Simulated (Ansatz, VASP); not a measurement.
**MoS2 in VASP and in Ansatz**

INCAR

```
ALGO     = Normal         # electronic algorithm
EDIFF    = 1E-7           # SCF threshold, eV
ENCUT    = 520            # plane-wave cutoff, eV
GGA      = PS             # functional
ISIF     = 2              # what is computed and relaxed
ISMEAR   = -1             # smearing method
LASPH    = T              # aspherical terms in the spheres
LCHARG   = F              # write CHGCAR
LREAL    = F              # projectors in reciprocal space
LWAVE    = F              # write WAVECAR
NBANDS   = 20             # bands
NELM     = 60             # most SCF steps
PREC     = Accurate       # precision mode
SIGMA    = 0.05           # smearing width, eV
```

File KPOINTS:

```
k-points
0
Gamma
  10 10 2
```

POSCAR

```
MoS2
1.0
    3.1410920760      0.0000000000      0.0000000000
   -1.5705460380      2.7202655334      0.0000000000
    0.0000000000      0.0000000000     17.1003198802
Mo S
1 2
Direct
    0.0000000000      0.0000000000      0.0000000000
    0.3333333333      0.6666666667      0.9105070200
    0.3333333333      0.6666666667      0.0894929800
```

File input.yaml:

```yaml
crystal:
  lattice:
    - [3.141092076, 0.0, 0.0]
    - [-1.570546038, 2.7202655334, 0.0]
    - [0.0, 0.0, 17.1003198802]
  atoms:
    - { symbol: Mo, position: [0.0, 0.0, 0.0] }
    - { symbol: S, position: [0.3333333333, 0.6666666667, 0.91050702] }
    - { symbol: S, position: [0.3333333333, 0.6666666667, 0.08949298] }
hamiltonian:
  xc: pbesol
  pseudopotentials: { kind: paw }
kpoints:
  mp_grid: { grid: [10, 10, 2] }
scf:
  occupations: { method: fermi_dirac, width: 0.05 }
output:
  forces: true
  stress: true
  eigenvalues: true
  write_density: true
  write_potential: true
  elf: true
  volumetric_format: npy
```

Change from the starting cell: volume scaled by 0.96.

Alike in both runs: task single point; functional PBEsol; k mesh 10 × 10 × 2; occupations fermi-dirac, width 0.05 eV; no spin polarisation.

|  | VASP | Ansatz |
| --- | --- | --- |
| version | VASP 6.6.1 | Ansatz 0.2.0 |
| potentials or method | VASP PAW PBE potentials, release 64 (Mo_sv, S) | Ansatz PAW |
| plane-wave cutoff (eV) | 520 | 420 |
| valence electrons in the cell | 26 | 26 |

```csv
,VASP,Ansatz,Ansatz less VASP
gap on the k mesh at the Fermi level (eV),1.86,1.84,-0.013
least direct gap on the mesh (eV),2.04,2.04,-0.005
rms of the force components (eV/Å),0.266,0.265,-0.0002
```

Atom by atom the forces differ by 0.000 eV/Å (rms over components). The functional is the same, so the differences come from potentials, cutoffs and numerics.

Caveats: the PAW data sets were made with another functional, which shifts forces and pressure a little (VASP); the PAW data sets come from PBE, with cores solved anew for the run's functional, which leaves a small shift of forces and pressure (Ansatz).
